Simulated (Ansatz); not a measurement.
Strain response of ScAl

All numbers below come from DFT r2SCAN, scalar-relativistic, plane waves, PAW in Ansatz 0.2.0. (500 eV cutoff, 16×16×16 k-mesh, Gaussian smearing of 0.10 eV, no spin polarisation)

The relaxed crystal:

```
Sc Al
1.0
     3.36910    0.00000    0.00000
     0.00000    3.36910    0.00000
     0.00000    0.00000    3.36910
Sc Al
1 1
Direct
  0.50000 0.50000 0.50000
  0.00000 0.00000 0.00000
```

Deformation: all cell vectors scaled alike, the atoms relaxed, all within the symmetry that the strain leaves. Energies are extrapolated to zero smearing.

```
strain (%)  ΔE (meV/atom) a (Å) b (Å) c (Å)
      -6.0          190.9  3.167  3.167  3.167
      -4.0           80.2  3.234  3.234  3.234
      -2.0           19.0  3.302  3.302  3.302
      +0.0            0.0  3.369  3.369  3.369
      +2.0           16.2  3.436  3.436  3.436
      +4.0           61.6  3.504  3.504  3.504
      +6.0          131.7  3.571  3.571  3.571
```

(1) What stiffness (1/V) d²E/dε² at zero strain does a cubic fit over all points give?

Results:

(1) A cubic fit gives (1/V) d²E/dε² = 752 GPa at zero strain (nine times the bulk modulus at fixed shape).